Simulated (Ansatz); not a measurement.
# Ta (Im-3m) in Ansatz: further runs, part 2 of 2

Ansatz 0.2.0.

### Step 5. Band structure, PBEsol, spin-orbit coupling, no magnetisation

input.yaml

```yaml
crystal:
  lattice:
    - [-1.65128, 1.65128, 1.65128]
    - [1.65128, -1.65128, 1.65128]
    - [1.65128, 1.65128, -1.65128]
  atoms:
    - { symbol: Ta, position: [0.0, 0.0, 0.0] }
kpoints:
  mp_grid: { grid: [8, 8, 8] }
  band_path:
    path:
      - [0.0, 0.0, 0.0]
      - [0.5, -0.5, 0.5]
      - [0.0, 0.0, 0.5]
      - [0.0, 0.0, 0.0]
      - [0.25, 0.25, 0.25]
      - [0.5, -0.5, 0.5]
    npoints: 12
scf:
  occupations: { method: fermi_dirac, width: 0.05 }
hamiltonian:
  xc: pbesol
  pseudopotentials: { kind: all_electron, lapw: { basis_error: 0.001 } }
magnetization:
  noncollinear: true
  spin_orbit: true
output:
  forces: true
  stress: true
  eigenvalues: true
```

Potentials or basis: all-electron LAPW, relativistic spinors.

Command:

```console
$ ansatz run input.yaml --threads 1 --pin off --max-ram 3072MiB --backend cpu --events-out ev --progress --plain --runs-dir out
```

Output:

```text
Warning: RAYON_NUM_THREADS=1 ignored (pool sized by the plan → 1); use --threads N
LAPW: plane waves up to 8.308 Å⁻¹, error target 1.0e-3 eV per atom; Dirac's equation on spinors; Ta in spheres of 1.430 Å, 43 of its electrons in bands (how accurate: hamiltonian.pseudopotentials.lapw.basis_error, Limitations)
Engine: ansatz 0.2.0, aarch64-unknown-linux-gnu
Pseudopotentials: kind: all_electron
Pseudopotential: Ta, LAPW, valence charge 43, lapw/all_electron/dirac/gaussian/Ta, Dirac's equation, gaussian nucleus
Functional definition: PBEsol
  exchange = pbesol_x
  correlation = pbesol_c
non-collinear run that drives no moment, with spin-orbit: no starting moment large enough to seed its density (crystal.atoms[].spin), no starting occupations that ask for one, no magnetisation constraint and no magnetic field, so the semilocal B_xc is pinned to zero
Crystal: 1 atoms, lattice volume = 18.010 Å³
Basis set: ecut = 262.9784845540186 eV, 177 PW (Γ), exchange–correlation at level 2
Bands: 52, of which v1, the nominal top of the filled ones, is band 43 counted from 1 (42 counted from 0)
Symmetry: 48 space group operations + 48 with time reversal
Magnetic group: BNS 229.141 (UNI 1643), of the structure as read, at distance tolerance 2.6e-5 Å
k-points: 29 of 512
Non-local potential: Ta, projectors of the file, none
Initial density: superposition of atomic densities (chi_scale 0.1, normalization cell)
Initial wavefunctions: plane waves of lowest kinetic energy (no species holds an atomic orbital)
Functional: x = pbesol(κ = 0.804, μ = 0.12345679012345678), c = pbesol(β = 0.046)
iter 1 solved again at ethr=1.60e-4 eV; its pass at ethr=1.00e-1 eV (dr2=6.90e-2 eV) is discarded
[... 14 lines left out ...]
  site 0: m = (+0.0000, +0.0000, +0.0000) μB, |m| = 0.0000 μB  (R = 1.43 Å)
Free energy (F): -425024.986099 eV
Harris-Foulkes:  -425024.986099 eV  (|F-HF|=6.46e-9)
Internal energy: -425024.978644 eV  (E = F + TS)
E sigma→0 (E₀):  -425024.982372 eV
Entropy (-TS):   -0.007455 eV (-7.455 meV/atom)
Fermi energy:    24.627404 eV
--- Per-component energies (eV) ---
  E_band       = -4086.537298
  E_kinetic    = 476875.095272
  E_xc         = -8515.728756
  E_electrostatic = -893384.345161  (all electrons and nuclei)
  E_smearing   = -0.007455  (= −TS)
  E_closure    = 0.000000  (closes the sum)
  E_atoms      = -425014.355602  (free atoms, spherical and without spin; not in F)
  Σ components = -425024.986099   (vs F -425024.986099, Δ=0.00e0)
  Basis errors (estimates in eV, not in F): energy 2.5e-4 per atom: plane waves 2.1e-4 (1.1e-4 summed), levels above the bands 4.2e-83, relativity 1.6e-7, radial functions 4.1e-5, core shells 1.3e-8; eigenvalues (radial functions only) 1.1e-6; not estimated: angular momenta, meshes, grids; target (lapw.basis_error) 1.0e-3; muffin-tin radii Ta 1.430 Å
--- Forces (eV/Å), atoms counted from 1 ---
  atom   1  Ta    -0.00000000    -0.00000000    -0.00000000
  max |Σ_I F_I| component: 5.08e-25 eV/Å
--- Stress (GPa, compression-positive) ---
       -5.922380      -0.000000       0.000000
       -0.000000      -5.922380       0.000000
        0.000000       0.000000      -5.922380
  P = ⅓ Tr σ = -5.9224 GPa (-59.224 kbar)
--- Band table (eV; the first three rows and the last of 29) ---
  k-point 0: bands = ["-414.5814", "-414.5814", "-351.5751", "-351.5751", "-351.5751", "-351.5751", "-197.7739", "-197.7739", "-197.7739", "-197.7739", "-186.2016", "-186.2016", "-186.2016", "-186.2016", "-186.1903", "-186.1903", "-42.2562", "-42.2562", "-14.8016", "-14.8016", "-5.8060", "-5.8060", "-5.8060", "-5.8060", "4.9271", "4.9271", "4.9271", "4.9271", "4.9381", "4.9381", "6.8927", "6.8927", "6.8927", "6.8927", "6.9292", "6.9292", "6.9383", "6.9383", "16.7365", "16.7365", "25.2223", "25.2223", "25.2223", "25.2223", "25.6441", "25.6441", "28.6916", "28.6916", "28.6916", "28.6916", "39.2378", "39.2378"]
  k-point 1: bands = ["-414.5814", "-414.5814", "-351.5751", "-351.5751", "-351.5751", "-351.5751", "-197.7739", "-197.7739", "-197.7739", "-197.7739", "-186.2016", "-186.2016", "-186.2016", "-186.2016", "-186.1903", "-186.1903", "-42.2391", "-42.2391", "-14.8508", "-14.8508", "-5.9748", "-5.9748", "-5.8387", "-5.8387", "4.9264", "4.9264", "4.9273", "4.9273", "4.9378", "4.9378", "6.8928", "6.8928", "6.8974", "6.8974", "6.9252", "6.9252", "6.9351", "6.9351", "17.4112", "17.4112", "24.9039", "24.9039", "25.1594", "25.1594", "26.1027", "26.1027", "28.1479", "28.1479", "28.7109", "28.7109", "39.7820", "39.7820"]
  k-point 2: bands = ["-414.5814", "-414.5814", "-351.5751", "-351.5751", "-351.5751", "-351.5751", "-197.7739", "-197.7739", "-197.7739", "-197.7739", "-186.2016", "-186.2016", "-186.2016", "-186.2016", "-186.1903", "-186.1903", "-42.1976", "-42.1976", "-14.9707", "-14.9707", "-6.3593", "-6.3593", "-5.9156", "-5.9156", "4.9251", "4.9251", "4.9280", "4.9280", "4.9377", "4.9377", "6.8937", "6.8937", "6.9084", "6.9084", "6.9155", "6.9155", "6.9300", "6.9300", "19.0215", "19.0215", "24.0737", "24.0737", "24.5240", "24.5240", "27.9423", "27.9423", "28.0969", "28.0969", "28.9248", "28.9248", "39.4628", "39.4628"]
  k-point 28: bands = ["-414.5814", "-414.5814", "-351.5751", "-351.5751", "-351.5751", "-351.5751", "-197.7739", "-197.7739", "-197.7739", "-197.7739", "-186.2016", "-186.2016", "-186.2016", "-186.2016", "-186.1903", "-186.1903", "-42.0513", "-42.0513", "-15.3236", "-15.3236", "-6.7972", "-6.7972", "-6.7972", "-6.7972", "4.9299", "4.9299", "4.9299", "4.9299", "4.9308", "4.9308", "6.8892", "6.8892", "6.9011", "6.9011", "6.9289", "6.9289", "6.9289", "6.9289", "20.8304", "20.8304", "20.8304", "20.8304", "31.3186", "31.3186", "31.3186", "31.3186", "31.6263", "31.6263", "31.9388", "31.9388", "33.9465", "33.9465"]
```

It took 1.7 min on 1 thread of Arm Neoverse N1, shared host; peak memory 0.49 GiB.

What came out:

| Property | Result |
| --- | --- |
| Free energy | -425024.9861 eV |
| Pressure | -5.9 GPa |
| Band gap along the path | none (metal or under the smearing width) |

Levels at the corners of the path, in eV from the Fermi level:
```tsv
point	band 39	band 40	band 41	band 42	band 43	band 44	band 45	band 46
Γ	-7.89	-7.89	0.59	0.59	0.59	0.59	1.02	1.02
H	-3.80	-3.80	-3.80	-3.80	6.69	6.69	6.69	6.69
N	-4.37	-4.37	-1.54	-1.54	1.52	1.52	3.90	3.90
Γ	-7.89	-7.89	0.59	0.59	0.59	0.59	1.02	1.02
P	-1.67	-1.67	-1.02	-1.02	-1.02	-1.02	5.12	5.12
H	-3.80	-3.80	-3.80	-3.80	6.69	6.69	6.69	6.69
```

Caveat: the k mesh is thin for a metal, which can move the energy by tens of meV per atom.

### Step 6. Single point, PBEsol, 16.93 Å³/atom (volume scaled by 0.94)

input.yaml

```yaml
crystal:
  lattice:
    - [-1.6175709496, 1.6175709496, 1.6175709496]
    - [1.6175709496, -1.6175709496, 1.6175709496]
    - [1.6175709496, 1.6175709496, -1.6175709496]
  atoms:
    - { symbol: Ta, position: [0.0, 0.0, 0.0] }
kpoints:
  mp_grid: { grid: [11, 11, 11] }
scf:
  occupations: { method: fermi_dirac, width: 0.05 }
hamiltonian:
  xc: pbesol
  pseudopotentials: { kind: all_electron, lapw: { basis_error: 0.0005 } }
output:
  forces: true
  stress: true
  eigenvalues: true
```

Potentials or basis: all-electron LAPW, scalar-relativistic.

Command:

```console
$ ansatz run input.yaml --threads 1 --pin off --max-ram 3072MiB --backend cpu --events-out ev --progress --plain --runs-dir out
```

Wall time 6.7 s (1 thread of Arm Neoverse V2, shared host); peak memory 0.27 GiB.

The run converged. Its results:

```
Free energy            : -424443.3688 eV
Pressure               : 9.3 GPa
Band gap on the k mesh : none (metal or under the smearing width)
```

### Step 7. Single point, PBEsol, 17.29 Å³/atom (volume scaled by 0.96)

Changes to input.yaml since step 6:

```diff
@@ -2,5 +2,5 @@
   lattice:
-    - [-1.6175709496, 1.6175709496, 1.6175709496]
-    - [1.6175709496, -1.6175709496, 1.6175709496]
-    - [1.6175709496, 1.6175709496, -1.6175709496]
+    - [-1.6289626696, 1.6289626696, 1.6289626696]
+    - [1.6289626696, -1.6289626696, 1.6289626696]
+    - [1.6289626696, 1.6289626696, -1.6289626696]
   atoms:
```

Command:

```console
$ ansatz run input.yaml --threads 1 --pin off --max-ram 3072MiB --backend cpu --events-out ev --progress --plain --runs-dir out
```

Run time: 6.8 s. Hardware: 1 thread of Arm Neoverse V2, shared host; peak memory 0.27 GiB.

Results (log left out):

| Item | Value |
| --- | --- |
| Free energy | -424443.3838 eV |
| Pressure | 4.2 GPa |
| Band gap on the k mesh | none (metal or under the smearing width) |

### Step 8. Single point, PBEsol, 17.65 Å³/atom (volume scaled by 0.98)

Changes to input.yaml since step 7:

```diff
@@ -2,5 +2,5 @@
   lattice:
-    - [-1.6289626696, 1.6289626696, 1.6289626696]
-    - [1.6289626696, -1.6289626696, 1.6289626696]
-    - [1.6289626696, 1.6289626696, -1.6289626696]
+    - [-1.64019725, 1.64019725, 1.64019725]
+    - [1.64019725, -1.64019725, 1.64019725]
+    - [1.64019725, 1.64019725, -1.64019725]
   atoms:
```

Command:

```console
$ ansatz run input.yaml --threads 1 --pin off --max-ram 3072MiB --backend cpu --events-out ev --progress --plain --runs-dir out
```

It took 6.6 s on 1 thread of Arm Neoverse V2, shared host; peak memory 0.27 GiB.

The run converged. Its results:

```
Free energy            : -424443.3880 eV
Pressure               : -0.3 GPa
Band gap on the k mesh : none (metal or under the smearing width)
```

### Step 9. Single point, PBEsol, 18.01 Å³/atom

Changes to input.yaml since step 8:

```diff
@@ -2,5 +2,5 @@
   lattice:
-    - [-1.64019725, 1.64019725, 1.64019725]
-    - [1.64019725, -1.64019725, 1.64019725]
-    - [1.64019725, 1.64019725, -1.64019725]
+    - [-1.65128, 1.65128, 1.65128]
+    - [1.65128, -1.65128, 1.65128]
+    - [1.65128, 1.65128, -1.65128]
   atoms:
```

Potentials or basis: all-electron LAPW, scalar-relativistic.

Command:

```console
$ ansatz run input.yaml --threads 1 --pin off --max-ram 3072MiB --backend cpu --events-out ev --progress --plain --runs-dir out
```

Wall time 7.7 s (1 thread of Arm Neoverse V2, shared host); peak memory 0.28 GiB.

The run converged. Its results:

```
Free energy            : -424443.3826 eV
Pressure               : -4.4 GPa
Band gap on the k mesh : none (metal or under the smearing width)
```

### Step 10. Single point, PBEsol, 18.37 Å³/atom (volume scaled by 1.02)

Changes to input.yaml since step 9:

```diff
@@ -2,5 +2,5 @@
   lattice:
-    - [-1.65128, 1.65128, 1.65128]
-    - [1.65128, -1.65128, 1.65128]
-    - [1.65128, 1.65128, -1.65128]
+    - [-1.6622159478, 1.6622159478, 1.6622159478]
+    - [1.6622159478, -1.6622159478, 1.6622159478]
+    - [1.6622159478, 1.6622159478, -1.6622159478]
   atoms:
```

Command:

```console
$ ansatz run input.yaml --threads 1 --pin off --max-ram 3072MiB --backend cpu --events-out ev --progress --plain --runs-dir out
```

Wall time 7.7 s (1 thread of Arm Neoverse V2, shared host); peak memory 0.28 GiB.

Results (log left out):

```yaml
Free_energy: -424443.3686 eV
Pressure: -8.0 GPa
Band_gap_on_the_k_mesh: none (metal or under the smearing width)
```

### Step 11. Single point, PBEsol, 18.73 Å³/atom (volume scaled by 1.04)

Changes to input.yaml since step 10:

```diff
@@ -2,5 +2,5 @@
   lattice:
-    - [-1.6622159478, 1.6622159478, 1.6622159478]
-    - [1.6622159478, -1.6622159478, 1.6622159478]
-    - [1.6622159478, 1.6622159478, -1.6622159478]
+    - [-1.6730098603, 1.6730098603, 1.6730098603]
+    - [1.6730098603, -1.6730098603, 1.6730098603]
+    - [1.6730098603, 1.6730098603, -1.6730098603]
   atoms:
```

Command:

```console
$ ansatz run input.yaml --threads 1 --pin off --max-ram 3072MiB --backend cpu --events-out ev --progress --plain --runs-dir out
```

Run time: 7.7 s. Hardware: 1 thread of Arm Neoverse V2, shared host; peak memory 0.27 GiB.

Results (log left out):

```yaml
Free_energy: -424443.3468 eV
Pressure: -11.3 GPa
Band_gap_on_the_k_mesh: none (metal or under the smearing width)
```

### Step 12. Single point, PBEsol, 19.09 Å³/atom (volume scaled by 1.06)

Changes to input.yaml since step 11:

```diff
@@ -2,5 +2,5 @@
   lattice:
-    - [-1.6730098603, 1.6730098603, 1.6730098603]
-    - [1.6730098603, -1.6730098603, 1.6730098603]
-    - [1.6730098603, 1.6730098603, -1.6730098603]
+    - [-1.6836662614, 1.6836662614, 1.6836662614]
+    - [1.6836662614, -1.6836662614, 1.6836662614]
+    - [1.6836662614, 1.6836662614, -1.6836662614]
   atoms:
```

Potentials or basis: all-electron LAPW, scalar-relativistic.

Command:

```console
$ ansatz run input.yaml --threads 1 --pin off --max-ram 3072MiB --backend cpu --events-out ev --progress --plain --runs-dir out
```

It took 7 s on 1 thread of Arm Neoverse V2, shared host; peak memory 0.27 GiB.

It converged, with:

| Property | Result |
| --- | --- |
| Free energy | -424443.3181 eV |
| Pressure | -14.2 GPa |
| Band gap on the k mesh | none (metal or under the smearing width) |
